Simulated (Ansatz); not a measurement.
Crystal: Ti.

```
CELL_PARAMETERS angstrom
4.56737 0.00000 0.00000
-2.28369 3.95546 0.00000
0.00000 0.00000 2.82624
ATOMIC_POSITIONS crystal
Ti 0.66667 0.33333 0.50000
Ti 0.33333 0.66667 0.50000
Ti 0.00000 0.00000 0.00000
```

This isn't the form of Ti at room conditions, which is hcp.

Base run:

- Program: Ansatz 0.2.0
- Functional: PBEsol
- Potentials or basis: Ansatz PAW
- Cutoff: 420 eV (not typed: the program's choice for these potentials)
- k mesh: 7 × 7 × 9
- Occupations: fermi-dirac, width 0.05 eV
- Spin: no spin polarisation
- Hubbard terms: Ti d U = 8 eV

Its results: band gap on the k mesh none (metal or under the smearing width); pressure 36.2 GPa.

Q: The run is repeated on the same cell with these changes: hubbard terms from Ti d U = 8 eV to Ti d U = 5 eV. What comes out?

A: Band gap on the k mesh none (metal or under the smearing width); pressure 4.5 GPa.

Caveats: U without spin polarisation on a metal has little footing; the PAW data sets come from PBE, with cores solved anew for the run's functional, which leaves a small shift of forces and pressure; the U is typed as a test and isn't derived for this compound; a pressure of tens of GPa on the cell as given is suspect, and the run, the potentials or the cell itself is likely at fault (some runs).
